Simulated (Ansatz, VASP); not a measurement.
**Two plane-wave programs on NaI**

```
CELL_PARAMETERS angstrom
0.00000 3.25783 3.25783
3.25783 0.00000 3.25783
3.25783 3.25783 0.00000
ATOMIC_POSITIONS crystal
I 0.50000 0.50000 0.50000
Na 0.00000 0.00000 0.00000
```

Alike in both runs: task single point; functional r2SCAN; k mesh 7 × 7 × 7; occupations fermi-dirac, width 0.05 eV; no spin polarisation.

|  | VASP | Ansatz |
| --- | --- | --- |
| version | VASP 6.6.1 | Ansatz 0.2.0 |
| potentials or method | VASP PAW PBE potentials, release 64 (I, Na_pv) | Ansatz PAW |
| plane-wave cutoff (eV) | 520 | 500 |
| valence electrons in the cell | 14 | 26 |

|  | VASP | Ansatz | Ansatz less VASP |
| --- | --- | --- | --- |
| gap on the k mesh at the Fermi level (eV) | 4.38 | 4.37 | -0.009 |
| least direct gap on the mesh (eV) | 4.38 | 4.37 | -0.009 |
| pressure (GPa) | -0.5 | -0.4 | +0.07 |

The two sets of potentials don't hold the same shells in valence.

Caveats: spin-orbit coupling is left out, which moves the levels of the heavy elements; the PAW data sets were made with another functional, which shifts forces and pressure a little (VASP); odd divisions of the mesh miss points on the zone boundary, where band edges often lie, so the gap on the mesh can be too wide (Ansatz); the PAW data sets come from PBE, with cores solved anew for the run's functional, which leaves a small shift of forces and pressure (Ansatz). r2SCAN opens gaps a little over a GGA but as a rule still falls short of measured ones.
